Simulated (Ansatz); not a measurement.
## AlPt: equation of state with r2SCAN

Crystal: AlPt.

```
Pt Al
1.0
     3.09155    0.00000    0.00000
     0.00000    3.09155    0.00000
     0.00000    0.00000    3.09155
Pt Al
1 1
Direct
  0.50000 0.50000 0.50000
  0.00000 0.00000 0.00000
```

Measurements of this composition are mostly on another form, of space group No. 198.

* Program: Ansatz 0.2.0
* Task: equation of state
* Functional: r2SCAN
* Potentials or basis: Ansatz PAW
* Cutoff: 500 eV
* Density cutoff: 2000 eV
* k mesh: 9 × 9 × 9
* Occupations: fermi-dirac, width 0.05 eV
* Spin: no spin polarisation

- Equilibrium volume: 14.41 Å³/atom
- Bulk modulus: 204 GPa
- Pressure derivative of the bulk modulus: 4.7

Energy against volume, from the lowest point:
| volume (Å³/atom) | energy (meV/atom) |
| --- | --- |
| 13.888 | 12.79 |
| 14.183 | 2.17 |
| 14.478 | 0.00 |
| 14.774 | 5.38 |
| 15.069 | 17.46 |
| 15.365 | 35.50 |
| 15.660 | 58.84 |

All runs of the series together: 10 s on 2 threads of Arm Neoverse V2, with other jobs on the host.

Caveat: the PAW data sets were made with another functional, which shifts forces and pressure a little. The run has no spin-orbit coupling, so splittings on Pt are missing.
